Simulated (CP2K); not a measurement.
Crystal: ZnO (zincite).

```
Zn O
1.0
     3.24931    0.00000    0.00000
    -1.62465    2.81398    0.00000
     0.00000    0.00000    5.20571
Zn O
2 2
Direct
  0.66667 0.33333 0.00000
  0.33333 0.66667 0.50000
  0.33333 0.66667 0.87901
  0.66667 0.33333 0.37901
```

Base run:

```yaml
Program: CP2K 2026.2
Functional: LDA
Potentials_or_basis: POTENTIAL_UZH Zn GTH-PBE-q12, O GTH-PBE-q6; TZVP-MOLOPT-PBE-GTH basis
Density_cutoff: 11565 eV
k_mesh: 9 × 9 × 5
Occupations: fermi-dirac, width 0.05 eV
Spin: no spin polarisation
```

Its results: band gap on the k mesh 0.52 eV, direct; pressure -3.5 GPa.

Problem. After a change of settings the same cell gave: band gap on the k mesh 1.25 eV, direct; pressure 7.6 GPa. Which change was it?
A. functional from LDA to OLYP
B. functional from LDA to PBEsol
C. functional from LDA to BLYP
D. functional from LDA to rev-vdW-DF2

Solution. A.

OLYP binds less tightly than LDA, so the same cell stands under more pressure.

Caveats: the potentials were made for another functional, which shifts forces and pressure; the basis of atomic orbitals isn't converged, which shifts pressures, moduli and gaps.

Runs at the PBE level aren't shown here.
